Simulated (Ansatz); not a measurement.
# CsBr: equation of state with PBE

Crystal: CsBr.

```
Cs Br
1.0
     4.32562    0.00000    0.00000
     0.00000    4.32562    0.00000
     0.00000    0.00000    4.32562
Cs Br
1 1
Direct
  0.00000 0.00000 0.00000
  0.50000 0.50000 0.50000
```

The cell comes from a database or a generator and needn't be the stable form of this composition.

- Program: Ansatz 0.2.0
- Task: equation of state
- Functional: PBE
- Potentials or basis: Ansatz PAW earlier set
- Cutoff: 800 eV
- Density cutoff: 3200 eV
- k mesh: 6 × 6 × 6
- Occupations: fermi-dirac, width 0.05 eV
- Spin: no spin polarisation

| Quantity | Value |
| --- | --- |
| Equilibrium volume | 42.30 Å³/atom |
| Bulk modulus | 12.2 GPa |
| Pressure derivative of the bulk modulus | 5.1 |

Energy against volume, from the lowest point:
```
volume (Å³/atom)  energy (meV/atom)
          38.040              20.21
          38.850              12.69
          39.659               7.11
          40.468               3.26
          41.278               0.94
          42.087               0.00
          42.896               0.27
```

All runs of the series together: 27 s on 2 threads of Arm Neoverse V1, on a shared host.

The run has no spin-orbit coupling, so splittings on Cs are missing.
